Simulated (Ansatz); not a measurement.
CoO:

```xyz
2
Lattice="-1.5080 1.5080 2.1073 1.5080 -1.5080 2.1073 1.5080 1.5080 -2.1073" Properties=species:S:1:pos:R:3 pbc="T T T"
Co    0.0000    0.0000    0.0000
O     0.0000    0.0000    2.1073
```

```yaml
Program: Ansatz 0.2.0
Task: relaxation of cell and atoms
Functional: PBEsol
Dispersion: D4
Potentials_or_basis: Ansatz PAW
Cutoff: "420 eV (not typed: the program's choice for these potentials)"
k_mesh: 9 × 9 × 9
Occupations: fermi-dirac, width 0.05 eV
Spin: collinear spin, ferromagnetic start
Starting_moments: "[2.0, 0.0] μB"
```

At the start: volume 9.58 Å³/atom.

Problem. Where does the relaxation end?

Solution. It ends after 9 steps and the volume is 8.95 Å³/atom (-6.6 %); space group Fm-3m (No. 225, to 0.05 Å); moment 2.73 μB per cell.

Step by step:
```tsv
step	energy change (eV)	largest force (eV/Å)	volume (Å³)
1	0.0000	0.0000	19.17
2	-0.0366	0.0000	18.56
3	-0.0523	0.0000	17.85
4	-0.0521	0.0000	17.95
5	-0.0522	0.0000	17.95
6	-0.0524	0.0000	17.94
7	-0.0479	0.0000	17.94
8	-0.0481	0.0000	17.91
9	-0.0481	0.0000	17.91
```

Final structure:
```
Co O
1.0
    -1.46838    1.46838    2.07653
     1.46838   -1.46838    2.07653
     1.46838    1.46838   -2.07653
Co O
1 1
Direct
  0.00000 0.00000 0.00000
  0.50000 0.50000 0.00000
```

Caveat: the plane-wave basis is chosen anew once the cell has moved, so the energies of steps on either side of that aren't comparable; the pressure holds a Pulay correction of +0.8 GPa for the finite cutoff; a cell with one magnetic atom can't hold antiferromagnetic order, which such compounds often take; pairwise dispersion overbinds metals, which lowers pressure and volume; the PAW data sets come from PBE, with cores solved anew for the run's functional, which leaves a small shift of forces and pressure.
